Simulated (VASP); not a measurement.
# Al (P6_3/mmc) in VASP: density of states with PBE

Aim: the density of states of Al with PBE.

Program: VASP 6.6.1. These are calculated values, not measurements. Logs are shortened: lines on timing, memory, paths and dates and some standing lists are left out, and cuts for length are marked.

## (1) The crystal as given

Symmetry: P6_3/mmc, No. 194, hexagonal system. Conventional cell: a = 2.840 Å, b = 2.840 Å, c = 9.474 Å, α = 90.00°, β = 90.00°, γ = 120.00°. Al (site symmetry -3m) is surrounded by 12 Al at 2.84 to 2.88 Å. Around Al (site symmetry -6m2) lie 12 Al at 2.84 to 2.88 Å.

This isn't the form of Al at room conditions, which is fcc.

## (2) Density of states, PBE

File POSCAR:

```
Al
1.0
    2.8404580116      0.0000000000      0.0000000000
   -1.4202290058      2.4599087964      0.0000000000
    0.0000000000      0.0000000000      9.4741743259
Al
4
Direct
    0.0000000000      0.0000000000      0.0000000000
    0.0000000000      0.0000000000      0.5000000000
    0.3333333333      0.6666666667      0.2500000000
    0.6666666667      0.3333333333      0.7500000000
```

File INCAR.step1:

```
PREC     = Accurate       # precision mode
ENCUT    = 520            # plane-wave cutoff, eV
EDIFF    = 1E-7           # SCF threshold, eV
ISMEAR   = -1             # smearing method
SIGMA    = 0.08           # smearing width, eV
LREAL    = F              # projectors in reciprocal space
LASPH    = T              # aspherical terms in the spheres
NELM     = 100            # most SCF steps
ALGO     = Normal         # electronic algorithm
ISIF     = 2              # what is computed and relaxed
LWAVE    = F              # write WAVECAR
LCHARG   = T              # write CHGCAR
GGA      = PE             # functional
NBANDS   = 14             # bands
```

File KPOINTS.step1:

```
Automatic mesh
0
Gamma
  14 14 4
```

File INCAR.step2:

```
PREC     = Accurate       # precision mode
ENCUT    = 520            # plane-wave cutoff, eV
EDIFF    = 1E-7           # SCF threshold, eV
ISMEAR   = -5             # smearing method
SIGMA    = 0.08           # smearing width, eV
LREAL    = F              # projectors in reciprocal space
LASPH    = T              # aspherical terms in the spheres
NELM     = 100            # most SCF steps
ALGO     = Normal         # electronic algorithm
ISIF     = 2              # what is computed and relaxed
LWAVE    = F              # write WAVECAR
LCHARG   = F              # write CHGCAR
GGA      = PE             # functional
LORBIT   = 11             # projections on sites
NBANDS   = 14             # bands
NEDOS    = 2001           # points of the DOS
ICHARG   = 11             # starting density
```

File KPOINTS.step2:

```
Automatic mesh
0
Gamma
  21 21 6
```

Potentials or basis: VASP PAW PBE potentials, release 64 (Al).

Launch:

```console
$ cat potpaw_PBE.64/Al/POTCAR > POTCAR
$ cp INCAR.step1 INCAR
$ cp KPOINTS.step1 KPOINTS
$ mpirun -np 1 vasp_std > vasp.out
$ cp INCAR.step2 INCAR
$ cp KPOINTS.step2 KPOINTS
$ mpirun -np 1 vasp_std > vasp.out
```

OUTCAR:

```text
PREC = Accurate
   ENCUT = 520
   EDIFF = 1E-7
   ISMEAR = -5
   LREAL = F
   LASPH = T
   NELM = 100
   ISIF = 2
   GGA = PE
   LORBIT = 11
   ICHARG = 11

 ion  position               nearest neighbor table
   1  0.000  0.000  0.000-   3 2.88   4 2.88   3 2.88   4 2.88   4 2.88   3 2.88
   2  0.000  0.000  0.500-   3 2.88   4 2.88   3 2.88   4 2.88   4 2.88   3 2.88
   3  0.333  0.667  0.250-   1 2.88   2 2.88   1 2.88   2 2.88   1 2.88   2 2.88
   4  0.667  0.333  0.750-   1 2.88   2 2.88   1 2.88   2 2.88   1 2.88   2 2.88

  LATTYP: Found a hexagonal cell.
 ALAT       =     2.8404580116
 C/A-ratio  =     3.3354389634

  Lattice vectors:

 A1 = (   2.8404580116,   0.0000000000,   0.0000000000)
 A2 = (  -1.4202290058,   2.4599087964,   0.0000000000)
 A3 = (   0.0000000000,   0.0000000000,   9.4741743259)

Analysis of symmetry for initial positions (statically):
=====================================================================
 Subroutine PRICEL returns:
 Original cell was already a primitive cell.

 Routine SETGRP: Setting up the symmetry group for a
 hexagonal supercell.

 Subroutine GETGRP returns: Found 24 space group operations
 (whereof 12 operations were pure point group operations)
 out of a pool of 24 trial point group operations.

The static configuration has the point symmetry D_3d.
 The point group associated with its full space group is D_6h.

Analysis of symmetry for dynamics (positions and initial velocities):
=====================================================================
 Subroutine PRICEL returns:
 Original cell was already a primitive cell.

 Routine SETGRP: Setting up the symmetry group for a
 hexagonal supercell.

 Subroutine GETGRP returns: Found 24 space group operations
 (whereof 12 operations were pure point group operations)
 out of a pool of 24 trial point group operations.

The dynamic configuration has the point symmetry D_3d.
 The point group associated with its full space group is D_6h.

 Subroutine INISYM returns: Found 24 space group operations
 (whereof 12 operations are pure point group operations),
 and found     1 'primitive' translations

----------------------------------------------------------------------------------------

                                     Primitive cell

  volume of cell :      66.1986

  direct lattice vectors                    reciprocal lattice vectors
     2.840458012  0.000000000  0.000000000     0.352055899  0.203259568  0.000000000
    -1.420229006  2.459908796  0.000000000     0.000000000  0.406519137  0.000000000
     0.000000000  0.000000000  9.474174326     0.000000000  0.000000000  0.105550095

  length of vectors
     2.840458012  2.840458012  9.474174326     0.406519137  0.406519137  0.105550095

  position of ions in fractional coordinates (direct lattice)
     0.000000000  0.000000000  0.000000000
     0.000000000  0.000000000  0.500000000
     0.333333333  0.666666667  0.250000000
     0.666666667  0.333333333  0.750000000

  ion indices of the primitive-cell ions
   primitive index   ion index
                 1           1
                 2           2
                 3           3
                 4           4

----------------------------------------------------------------------------------------

 KPOINTS: Automatic mesh

Automatic generation of k-mesh.
 Grid dimensions read from file:
 generate k-points for:   21   21    6

 Generating k-lattice:

  Cartesian coordinates                     Fractional coordinates (reciprocal lattice)
     0.016764567  0.009679027  0.000000000     0.047619048 -0.000000000  0.000000000
     0.000000000  0.019358054  0.000000000     0.000000000  0.047619048  0.000000000
     0.000000000  0.000000000  0.017591682     0.000000000  0.000000000  0.166666667

  Length of vectors
     0.019358054  0.019358054  0.017591682

  Shift w.r.t. Gamma in fractional coordinates (k-lattice)
     0.000000000  0.000000000  0.000000000

 TETIRR: Found   2688 inequivalent tetrahedra from    15876

 Subroutine IBZKPT returns following result:
 ===========================================

 Found    192 irreducible k-points:

 Following reciprocal coordinates:
            Coordinates               Weight
  0.000000  0.000000  0.000000      1.000000
  0.047619 -0.000000  0.000000      6.000000
  0.095238  0.000000  0.000000      6.000000
  0.142857 -0.000000  0.000000      6.000000
  0.190476  0.000000  0.000000      6.000000
  0.238095 -0.000000  0.000000      6.000000
[... 16 lines left out ...]
  0.142857  0.095238  0.000000     12.000000
  0.190476  0.095238  0.000000     12.000000
 [... further k-points ...]
   k-points           NKPTS =    192   k-points in BZ     NKDIM =    192   number of bands    NBANDS=     14
   number of dos      NEDOS =   2001   number of ions     NIONS =      4
   total plane-waves  NPLWV =  40320
   dimension x,y,z NGX =    24 NGY =   24 NGZ =   70
   dimension x,y,z NGXF=    48 NGYF=   48 NGZF=  140
   ions per type =               4
   NGX,Y,Z   is equivalent  to a cutoff of  14.05, 14.05, 12.28 a.u.
   NGXF,Y,Z  is equivalent  to a cutoff of  28.09, 28.09, 24.57 a.u.
 SYSTEM =  unknown system
   PREC   = accura    normal or accurate (medium, high low for compatibility)
   ISTART =      0    job   : 0-new  1-cont  2-samecut
   ICHARG =     11    charge: 1-file 2-atom 10-const
   ISPIN  =      1    spin polarized calculation?
   LNONCOLLINEAR =      F non collinear calculations
   LSORBIT =      F    spin-orbit coupling
   LASPH  =      T    aspherical Exc in radial PAW
   ENCUT  =  520.0 eV  38.22 Ry    6.18 a.u.   5.28  5.28 17.62*2*pi/ulx,y,z
   NELM   =    100;   NELMIN=  2; NELMDL=  0     # of ELM steps
   EDIFF  = 0.1E-06   stopping-criterion for ELM
   LREAL  =      F    real-space projection
   EDIFFG = 0.1E-05   stopping-criterion for IOM
   NSW    =      0    number of steps for IOM
   IBRION =     -1    ionic relax: 0-MD 1-quasi-New 2-CG
   NFREE  =      0    steps in history (QN), initial steepest desc. (CG)
   ISIF   =      2    stress and relaxation
   ISYM   =      2    0-nonsym 1-usesym 2-fastsym
   POTIM  = 0.5000    time-step for ionic-motion
   TEBEG  =    0.0;   TEEND  =   0.0 temperature during run
   PSTRESS=    0.0 pullay stress
   NELECT =      12.0000    total number of electrons
   NUPDOWN=      -1.0000    fix difference up-down
   EMIN   =  10.00;   EMAX   =-10.00  energy-range for DOS
   EFERMI =   0.00;   METHOD = LEGACY
   ISMEAR =    -5;   SIGMA  =   0.08  broadening in eV -4-tet -1-fermi 0-gaus
   EFERMI_NEDOS =   21; number of points for ismear=-14 and -15
   IALGO  =     38    algorithm
   IMIX   =      4    mixing-type and parameters
     AMIX     =   0.40;   BMIX     =  1.00
     AMIX_MAG =   1.60;   BMIX_MAG =  1.00
  volume/ion in A,a.u.               =      16.55       111.68
  Fermi-wavevector in a.u.,A,eV,Ry     =   0.926515  1.750859 11.679643  0.858430
  Thomas-Fermi vector in A             =   2.052485
   LORBIT       =     11    0 simple, 1 ext, 2 COOP (PROOUT), +10 PAW based schemes
   GGA     = PE    functional components
   LHFCALC =     F    Hartree Fock is set to
   AEXX    =    0.0000 exact exchange contribution
   IVDW    =     0    specifies the selected vdW correction
   LEPSILON=     F    determine dielectric tensor
   LRPA    =     F    only Hartree local field effects (RPA)
 non-spin polarized calculation
 Fermi weights with tetrahedron method with Bloechl corrections
  energy-cutoff  :      520.00
  volume of cell :       66.20
 maximum number of plane-waves:      1809
 NGX is ok and might be reduce to    24

 number of electron      12.0000000 magnetization

 Free energy of the ion-electron system (eV)
  ---------------------------------------------------
  ext. energy  EPLUGINS =         0.00000000
  ---------------------------------------------------
  free energy    TOTEN  =       -14.93093897 eV

  energy without entropy =      -14.93093897  energy(sigma->0) =      -14.93093897

 E-fermi :   7.9831     XC(G=0): -10.1863

 val. band max:        8.1970746205   @ k =   0.1905   0.0952   0.5000
 cond. band min:       7.7457993606   @ k =   0.3810   0.0000   0.0000
 fundamental gap:     -0.4512752599
 Fermi energy:         7.9830992994

 k-point     1 :       0.0000    0.0000    0.0000
  band No.  band energies     occupation
      1      -3.1464      2.00000
      2      -1.5108      2.00000
      3      -1.5025      2.00000
      4       3.2807      2.00000
      5       3.3351      2.00000
      6      11.0124      0.00000
      7      11.0220      0.00000
      8      18.9363      0.00000
      9      18.9363      0.00000
     10      19.1029      0.00000
     11      19.1029      0.00000
     12      19.9532      0.00000
     13      20.0574      0.00000
     14      20.0874      0.00000

 k-point     2 :       0.0476   -0.0000    0.0000
  band No.  band energies     occupation
      1      -3.0910      2.00000
      2      -1.4560      2.00000
      3      -1.4477      2.00000
      4       3.3322      2.00000
      5       3.3894      2.00000
      6      11.0583      0.00000
      7      11.0693      0.00000
      8      17.5837      0.00000
      9      18.0699      0.00000
     10      18.8780      0.00000
     11      18.9660      0.00000
     12      19.2585      0.00000
     13      19.4047      0.00000
     14      19.4402      0.00000

 k-point     3 :       0.0952    0.0000    0.0000
  band No.  band energies     occupation
      1      -2.9247      2.00000
      2      -1.2916      2.00000
      3      -1.2833      2.00000
      4       3.4868      2.00000
      5       3.5519      2.00000
      6      11.1929      0.00000
      7      11.2092      0.00000
      8      15.8350      0.00000
      9      17.1662      0.00000
     10      17.2172      0.00000
     11      17.2496      0.00000
     12      18.6031      0.00000
     13      18.6040      0.00000
     14      18.6777      0.00000
[... 324 lines left out ...]
 k-point    23 :       0.1429    0.0952    0.0000
  band No.  band energies     occupation
      1      -2.0964      2.00000
      2      -0.4724      2.00000
      3      -0.4646      2.00000
      4       4.2591      2.00000
      5       4.3544      2.00000
      6      11.5982      0.00000
      7      11.8280      0.00000
      8      12.6632      0.00000
      9      13.5404      0.00000
     10      13.8195      0.00000
     11      13.8698      0.00000
     12      15.0086      0.00000
     13      15.1679      0.00000
     14      18.2157      0.00000

 k-point    24 :       0.1905    0.0952    0.0000
  band No.  band energies     occupation
      1      -1.6017      2.00000
      2       0.0167      2.00000
      3       0.0242      2.00000
      4       4.7217      2.00000
      5       4.8253      2.00000
      6      10.5788      0.00000
      7      11.7552      0.00000
      8      12.1454      0.00000
      9      12.2663      0.00000
     10      12.7283      0.00000
     11      13.1872      0.00000
     12      14.3681      0.00000
     13      14.5669      0.00000
     14      16.7496      0.00000

 [... further k-points ...]

------------------------ aborting loop because EDIFF is reached ----------------------------------------

  FORCE on cell =-STRESS in cart. coord.  units (eV):
  Direction    XX          YY          ZZ          XY          YZ          ZX
  --------------------------------------------------------------------------------------
  -------------------------------------------------------------------------------------
  Total        0.0943614      0.0943614     -0.3336771      0.0000000      0.0000000      0.0000000
  in kB        2.2837902      2.2837902     -8.0758494      0.0000000      0.0000000      0.0000000
  external PRESSURE =      -1.1694230 kB  Pullay stress =       0.0000000 kB

 VOLUME and BASIS-vectors are now :
 -----------------------------------------------------------------------------
  energy-cutoff  :      520.00
  volume of cell :       66.20
      direct lattice vectors                 reciprocal lattice vectors
     2.840458012  0.000000000  0.000000000     0.352055899  0.203259568  0.000000000
    -1.420229006  2.459908796  0.000000000     0.000000000  0.406519137  0.000000000
     0.000000000  0.000000000  9.474174326     0.000000000  0.000000000  0.105550095

 POSITION                                       TOTAL-FORCE (eV/Angst)
 -----------------------------------------------------------------------------------
      0.00000      0.00000      0.00000        -0.000000      0.000000      0.000000
      0.00000      0.00000      4.73709         0.000000      0.000000      0.000000
     -0.00000      1.63994      2.36854         0.000000      0.000000     -0.000000
      1.42023      0.81997      7.10563        -0.000000      0.000000      0.000000
 -----------------------------------------------------------------------------------
    total drift:                               -0.000000      0.000000      0.000000

  FREE ENERGIE OF THE ION-ELECTRON SYSTEM (eV)
  ---------------------------------------------------
  free  energy   TOTEN  =       -14.9309389667 eV

  energy  without entropy=      -14.9309389667  energy(sigma->0) =      -14.93093897

 total charge

# of ion       s       p       d       tot
------------------------------------------
    1        0.434   0.331   0.000   0.766
    2        0.434   0.331   0.000   0.766
    3        0.428   0.340   0.000   0.768
    4        0.428   0.340   0.000   0.768
--------------------------------------------------
tot          1.725   1.342   0.000   3.067
```

Run time: 2.5 min. Hardware: 1 thread of Intel Xeon Platinum 8488C (Sapphire Rapids), shared host; peak memory 0.27 GiB.

What came out:

```
Valence electrons inside the program's atomic spheres : Al 0.77
```

States per cell in windows of 1 eV (zero at the Fermi level; states under -8 eV left out):
| from (eV) | total | Al3_p | Al4_p | Al1_p | Al2_p | Al3_s | Al4_s |
| --- | --- | --- | --- | --- | --- | --- | --- |
| -8.0 | 0.92 | 0.02 | 0.02 | 0.02 | 0.02 | 0.05 | 0.05 |
| -7.0 | 1.06 | 0.02 | 0.02 | 0.02 | 0.02 | 0.05 | 0.05 |
| -6.0 | 1.15 | 0.03 | 0.03 | 0.03 | 0.03 | 0.05 | 0.05 |
| -5.0 | 1.32 | 0.04 | 0.04 | 0.04 | 0.04 | 0.04 | 0.04 |
| -4.0 | 1.32 | 0.05 | 0.05 | 0.05 | 0.05 | 0.03 | 0.03 |
| -3.0 | 1.45 | 0.05 | 0.05 | 0.05 | 0.05 | 0.04 | 0.04 |
| -2.0 | 1.47 | 0.06 | 0.06 | 0.05 | 0.05 | 0.04 | 0.04 |
| -1.0 | 1.61 | 0.06 | 0.06 | 0.06 | 0.06 | 0.04 | 0.04 |
| 0.0 | 1.80 | 0.06 | 0.06 | 0.07 | 0.07 | 0.04 | 0.04 |
| 1.0 | 1.62 | 0.05 | 0.05 | 0.07 | 0.07 | 0.04 | 0.04 |
| 2.0 | 1.86 | 0.07 | 0.07 | 0.07 | 0.07 | 0.05 | 0.05 |
| 3.0 | 1.91 | 0.08 | 0.08 | 0.07 | 0.07 | 0.05 | 0.05 |
| 4.0 | 2.10 | 0.10 | 0.10 | 0.08 | 0.08 | 0.04 | 0.04 |
| 5.0 | 1.95 | 0.10 | 0.10 | 0.09 | 0.09 | 0.03 | 0.03 |
| 6.0 | 1.84 | 0.10 | 0.10 | 0.09 | 0.09 | 0.03 | 0.03 |
| 7.0 | 1.21 | 0.06 | 0.06 | 0.06 | 0.06 | 0.01 | 0.01 |

Caveat: tetrahedron occupations give inexact forces and stress in metals.
